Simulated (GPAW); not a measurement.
The system is Fe.

```
Fe
1.0
    -1.44300    1.44300    1.44300
     1.44300   -1.44300    1.44300
     1.44300    1.44300   -1.44300
Fe
1
Direct
  0.00000 0.00000 0.00000
```

* Program: GPAW 26.7.0
* Task: relaxation of cell and atoms
* Functional: PBEsol
* Potentials or basis: PAW data sets generated in the run's folder for this functional
* Cutoff: 600 eV
* Basis: pw
* k mesh: 10 × 10 × 10
* Occupations: fermi-dirac, width 0.05 eV
* Spin: collinear spin, ferromagnetic start
* Starting moments: [3.0] μB

At the start: pressure -17.8 GPa; volume 12.02 Å³/atom.

**Question.** How do energy, volume and symmetry change on relaxing?

**Answer.** Over 4 steps the energy falls by 63.4 meV/atom and the volume is 10.98 Å³/atom (-8.6 %); space group Im-3m (No. 229, to 0.05 Å); moment 2.13 μB per cell.

The path:
| step | energy change (eV) | largest force (eV/Å) | pressure (GPa) | volume (Å³) |
| --- | --- | --- | --- | --- |
| 1 | 0.0000 | 0.0000 | -17.81 | 12.02 |
| 2 | -0.0549 | 0.0000 | -7.65 | 11.35 |
| 3 | -0.0629 | 0.0000 | 1.50 | 10.92 |
| 4 | -0.0634 | 0.0000 | -0.04 | 10.98 |

Final structure:
```
Fe
1.0
    -1.40030    1.40030    1.40030
     1.40030   -1.40030    1.40030
     1.40030    1.40030   -1.40030
Fe
1
Direct
  0.00000 0.00000 0.00000
```

Caveat: each step starts from the last one's moments, so a moment once lost doesn't come back; later steps reuse the first step's grids.
